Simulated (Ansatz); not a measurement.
Relaxed (100) slab cut from AlCo (space group Pm-3m (No. 221)); the slab's formula is Al4Co3, its outer planes Al (top) and Al (bottom):

```
CELL_PARAMETERS angstrom
2.82259 0.00000 0.00000
0.00000 2.82259 0.00000
0.00000 0.00000 23.46776
ATOMIC_POSITIONS crystal
Al 0.00000 0.00000 0.31882
Co 0.50000 0.50000 0.37527
Al 0.00000 0.00000 0.43912
Co 0.50000 0.50000 0.50000
Al 0.00000 0.00000 0.56088
Co 0.50000 0.50000 0.62473
Al 0.00000 0.00000 0.68118
```

Level of theory: Ansatz, DFT PBEsol, scalar-relativistic, plane waves, PAW. Settings: cutoff 420 eV, Γ-centred mesh 12×12×1 on the computed 7-atom cell, Gaussian smearing of 0.10 eV; no spin polarisation. A dipole correction removes the field between periodic images along c.

The potential is the smooth part; its values at the atoms depend on the PAW datasets.

(1) How does the plane-averaged electrostatic potential energy of an electron run along c, counted from the Fermi level?

Spin polarisation was left out, and a magnetic state may lie lower.

## Answers

(1) (z (Å), V (eV)): (2.64, 3.89), (2.93, 3.89), (3.23, 3.89), (3.52, 3.89), (3.81, 3.88), (4.11, 3.87), (4.40, 3.85), (4.69, 3.81), (4.99, 3.73), (5.28, 3.57), (5.57, 3.29), (5.87, 2.75), (6.16, 1.76), (6.45, -0.03), (6.75, -3.21), (7.04, -5.73), (7.33, -6.23), (7.63, -6.43), (7.92, -7.22), (8.21, -9.54), (8.51, -12.47), (8.80, -13.92), (9.09, -11.79), (9.39, -7.79), (9.68, -5.95), (9.97, -6.00), (10.27, -5.90), (10.56, -6.06), (10.85, -6.44), (11.15, -8.27), (11.44, -11.75), (11.73, -13.59), (12.03, -11.75), (12.32, -8.27), (12.61, -6.44), (12.91, -6.06), (13.20, -5.90), (13.49, -6.00), (13.79, -5.95), (14.08, -7.79), (14.37, -11.79), (14.67, -13.92), (14.96, -12.47), (15.25, -9.54), (15.55, -7.22), (15.84, -6.43), (16.13, -6.23), (16.43, -5.73), (16.72, -3.21), (17.01, -0.03), (17.31, 1.76), (17.60, 2.75), (17.89, 3.29), (18.19, 3.57), (18.48, 3.73), (18.77, 3.81), (19.07, 3.85), (19.36, 3.87), (19.65, 3.88), (19.95, 3.89), (20.24, 3.89), (20.53, 3.89), (20.83, 3.89)

The vacuum level lies 3.90 eV above the Fermi level.

Cost: 1 run of about 4.7 core-minutes, on Intel Xeon Processor @ 2.50GHz (Skylake/Cascade Lake) (shared hosts).